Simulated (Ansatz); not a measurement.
BaF₂:
```
CELL_PARAMETERS angstrom
      0.00000     3.09736     3.09736
      3.09736     0.00000     3.09736
      3.09736     3.09736     0.00000
ATOMIC_POSITIONS crystal
  Ba 0.00000 0.00000 0.00000
  F  0.25000 0.25000 0.25000
  F  0.75000 0.75000 0.75000
```

Relaxed with r²SCAN. Special points in fractions of this cell's reciprocal vectors: Γ (0.000, 0.000, 0.000); X (0.500, 0.000, 0.500); U (0.625, 0.250, 0.625); K (0.375, 0.375, 0.750); L (0.500, 0.500, 0.500); W (0.500, 0.250, 0.750).

**Question.** List the band energies nearest the valence-band maximum at these points for DFT-r²SCAN with spin–orbit coupling in the program Ansatz with PAW potentials.

**Answer.** In eV from the valence-band maximum; about four levels below and three above (degenerate sets whole), none deeper than 8.9 eV; points with the same levels are listed once.

```csv
k,below,above
Γ,-0.07 -0.07 -0.07 -0.07,7.40 7.40 9.98 9.98 9.98 9.98
X,-0.26 -0.26 -0.18 -0.18,7.74 7.74 9.91 9.91
U,-0.24 -0.24 -0.17 -0.17,8.01 8.01 10.26 10.26
L,-0.24 -0.24 -0.11 -0.11,9.89 9.89 9.90 9.90
W,-0.31 -0.31 -0.31 -0.31 -0.24 -0.24,8.01 8.01 10.50 10.50
```

Space group Fm-3m (fluorite). The r²SCAN relaxation kept the symmetry of its start.

Potentials: the later of the program's two PAW sets.
